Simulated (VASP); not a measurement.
# VASP 6.6.1 run: HgTe

INCAR

```
PREC = Accurate
GGA = PS
ISMEAR = -1
LMAXMIX = 4
LDAUL = 2 -1
SIGMA = 0.02
LDAUU = 3.0 0
LDAUTYPE = 2
NELM = 120
NBANDS = 16
LCHARG = .FALSE.
NSW = 0
EDIFF = 1E-7
LREAL = .FALSE.
ISIF = 2
LWAVE = .FALSE.
LDAUJ = 0 0
LDAU = .TRUE.
ENCUT = 520
LASPH = .TRUE.
IBRION = -1
```

KPOINTS

```
KPOINTS created by Atomic Simulation Environment
0
Gamma
6 6 6
0 0 0
```

POSCAR

```
Hg Te
 1.0000000000000000
     0.0000000000000000    3.2891578873062031    3.2891578873062031
     3.2891578873062031    0.0000000000000000    3.2891578873062031
     3.2891578873062031    3.2891578873062031    0.0000000000000000
 Hg  Te
   1   1
Cartesian
  0.0000000000000000  0.0000000000000000  0.0000000000000000
  1.6445789436531015  1.6445789436531015  1.6445789436531015
```

The recommended PBE PAW datasets give the neutral cell 18 valence electrons.

Command

```
mpirun -np 1 vasp_std
```

Problem. How does this run end, and what does it give?

Solution. It converged. Results: gap between bands v and c on the k mesh 0.00 eV; least direct gap on the k mesh 0.00 eV; pressure -1.1 GPa. Band v is the last that the valence electrons fill when counted band by band, and c is the next.

OSZICAR

```
N       E                     dE             d eps       ncg     rms          rms(c)
DAV:   1     0.105696383088E+03    0.10570E+03   -0.79394E+03   512   0.960E+02
DAV:   2     0.199851278379E+00   -0.10550E+03   -0.99801E+02   616   0.222E+02
DAV:   3    -0.377411644000E+01   -0.39740E+01   -0.39679E+01   608   0.467E+01
DAV:   4    -0.381135369000E+01   -0.37237E-01   -0.37236E-01   816   0.412E+00
DAV:   5    -0.381144033724E+01   -0.86647E-04   -0.86647E-04   624   0.181E-01    0.771E+00
DAV:   6    -0.363454299223E+01    0.17690E+00   -0.38122E-01   608   0.740E+00    0.545E+00
DAV:   7    -0.363117344573E+01    0.33695E-02   -0.89111E-02   544   0.201E+00    0.179E+00
DAV:   8    -0.363089740850E+01    0.27604E-03   -0.11681E-02   576   0.121E+00    0.494E-01
DAV:   9    -0.363101727674E+01   -0.11987E-03   -0.68406E-04   648   0.252E-01    0.131E-01
DAV:  10    -0.363104640796E+01   -0.29131E-04   -0.83030E-05   624   0.949E-02    0.421E-02
DAV:  11    -0.363105644863E+01   -0.10041E-04   -0.20413E-05   616   0.388E-02    0.284E-02
DAV:  12    -0.363105589826E+01    0.55037E-06   -0.16701E-06   608   0.120E-02    0.788E-03
DAV:  13    -0.363105599341E+01   -0.95153E-07   -0.12039E-06   576   0.596E-03    0.123E-02
DAV:  14    -0.363105602119E+01   -0.27777E-07   -0.93614E-08   512   0.234E-03
   1 F= -.36310560E+01 E0= -.36308792E+01  d E =-.353721E-03
```

Standard output (part)

```
POSCAR found type information on POSCAR HgTe
 POSCAR found :  2 types and       2 ions
 LDA part: xc-table for (Slater+PW92), standard interpolation
 POSCAR, INCAR and KPOINTS ok, starting setup
 WAVECAR not read
 entering main loop
```

For comparison, a separate PBEsol run of the intended cell, on usual settings and not on those above, gives a gap of 0.00 eV on its mesh and a pressure of -1.1 GPa.
